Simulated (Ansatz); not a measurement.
**CrCuO2 in Ansatz: the effect of target pressure**

Crystal: CrCuO2.

```
Cu Cr O
1.0
     1.48670    0.85835    5.70000
    -1.48670    0.85835    5.70000
     0.00000   -1.71669    5.70000
Cu Cr O
1 1 2
Direct
  0.00000 0.00000 0.00000
  0.50000 0.50000 0.50000
  0.89208 0.89208 0.89208
  0.10792 0.10792 0.10792
```

Alike in all runs:

| Quantity | Value |
| --- | --- |
| Program | Ansatz 0.2.0 |
| Task | relaxation of cell and atoms |
| Functional | PBEsol |
| Potentials or basis | all-electron LAPW, scalar-relativistic |
| Basis error allowed | 0.002 eV/atom |
| k mesh | 10 × 10 × 10 |
| Occupations | fermi-dirac, width 0.05 eV |
| Spin | collinear spin, ferromagnetic start |
| Starting moments | [0.6, 3.0, 0.0, 0.0] μB |

Each run relaxes the cell or the atoms first.

| target pressure | relaxed volume (Å³/atom) |
| --- | --- |
| 0 GPa | 10.73 |
| 5 GPa | 10.43 |
| 10 GPa | ? |
| 20 GPa | 9.71 |
| 30 GPa | 9.33 |

Question: What does the run with target pressure 10 GPa give?

Answer: Relaxed volume 10.16 Å³/atom.

Worked out: In Murnaghan's law V^(-B') rises as a straight line in P. The other rows fit best with B' = 3.3, V0 = 10.73 Å³/atom and B0 = 169 GPa, which gives 10.16 Å³/atom at 10 GPa, against the run's 10.16.

Caveats: only a ferromagnetic start was run, and an antiferromagnetic order may lie lower in energy.
